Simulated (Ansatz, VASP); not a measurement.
# Co: VASP beside Ansatz

```
CELL_PARAMETERS angstrom
2.48736 0.00000 0.00000
-1.24368 2.15412 0.00000
0.00000 0.00000 4.06329
ATOMIC_POSITIONS crystal
Co 0.33333 0.66667 0.74014
Co 0.66667 0.33333 0.25986
```

Alike in both runs: task single point; functional PBE; k mesh 12 × 12 × 7; occupations fermi-dirac, width 0.05 eV; collinear spin.

|  | VASP | Ansatz |
| --- | --- | --- |
| version | VASP 6.6.1 | Ansatz 0.2.0 |
| potentials or method | VASP PAW PBE potentials, release 64 (Co) | Ansatz PAW |
| plane-wave cutoff (eV) | 520 | 420 |
| valence electrons in the cell | 18 | 34 |

|  | VASP | Ansatz | Ansatz less VASP |
| --- | --- | --- | --- |
| gap on the k mesh at the Fermi level (eV) | none | none | - |
| pressure (GPa) | 0.0 | 0.8 | +0.77 |
| largest component of the traceless stress (GPa) | 1.93 | 1.91 | -0.015 |
| rms of the force components (eV/Å) | 0.278 | 0.285 | +0.0069 |
| net moment per atom (μB) | 1.63 | 1.64 | +0.007 |
| size of the moment on the site where the two differ most (μB) | 1.65 | 1.71 | +0.065 |

Site moments also hang on the region over which each program counts them. Atom by atom the forces differ by 0.007 eV/Å (rms over components). A gap of «none» marks a metal or a gap that the smearing closes. With one functional, cell and mesh, what is left measures potentials, basis and numerics. The two sets of potentials don't hold the same shells in valence.
